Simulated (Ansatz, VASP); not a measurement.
## Ir in VASP and in Ansatz

Contents of INCAR:

```
SYSTEM = Ir
PREC = Accurate
ENCUT = 520
EDIFF = 1E-7
ISMEAR = -1
SIGMA = 0.05
LREAL = .False.
LASPH = .True.
NELM = 100
ALGO = Normal
ISIF = 2
LWAVE = .False.
LCHARG = .True.
GGA = PS
LELF = .True.
LVHAR = .True.
NBANDS = 10
```

KPOINTS

```
regular mesh
0
Gamma
  15 15 15
  0 0 0
```

POSCAR

```
Ir
1.0
    0.0000000000      1.9197000000      1.9772910000
    1.9197000000      0.0000000000      1.9772910000
    1.9197000000      1.9197000000      0.0000000000
Ir
1
Direct
    0.0000000000      0.0000000000      0.0000000000
```

Input for Ansatz:

```yaml
crystal:
  lattice:
    - [0.0, 1.9197, 1.977291]
    - [1.9197, 0.0, 1.977291]
    - [1.9197, 1.9197, 0.0]
  atoms:
    - { symbol: Ir, position: [0.0, 0.0, 0.0] }
kpoints:
  mp_grid: { grid: [15, 15, 15] }
  band_path:
    path:
      - [0.0, 0.0, 0.0]
      - [0.0, 0.5, 0.5]
      - [0.25, 0.75, 0.5]
      - [0.0, 0.5, 0.0]
      - [0.0, 0.0, 0.0]
      - [0.5, 0.5, 0.0]
      - [0.3678244886, 0.6321755114, 0.0]
      - [-0.3678244886, 0.3678244886, 0.0]
      - [0.0, 0.0, 0.0]
    npoints: 5
scf:
  occupations: { method: fermi_dirac, width: 0.05 }
hamiltonian:
  xc: pbesol
  pseudopotentials: { kind: all_electron, lapw: { basis_error: 0.0005 } }
output:
  forces: true
  stress: true
  eigenvalues: true
```

Change from the starting cell: zz strain of +3 %.

Alike in both runs: task single point; functional PBEsol; k mesh 15 × 15 × 15; occupations fermi-dirac, width 0.05 eV; no spin polarisation.

|  | VASP | Ansatz |
| --- | --- | --- |
| version | VASP 6.6.1 | Ansatz 0.2.0 |
| potentials or method | VASP PAW PBE potentials, release 64 (Ir) | all-electron LAPW, scalar-relativistic |
| plane-wave cutoff (eV) | 520 | see its input |

Ansatz gave:

```
pressure (GPa)                                  : -12.8
largest component of the traceless stress (GPa) : 7.20
```

Problem. Which values does VASP return?

Solution. Pressure (GPa): -12.1; largest component of the traceless stress (GPa): 7.18.

Ansatz ran all-electron here, so the differences hold the error of VASP's frozen core and of both bases.

Caveats: the PAW data sets were made with another functional, which shifts forces and pressure a little (VASP). Spin-orbit coupling is left out, which matters for the levels of Ir.
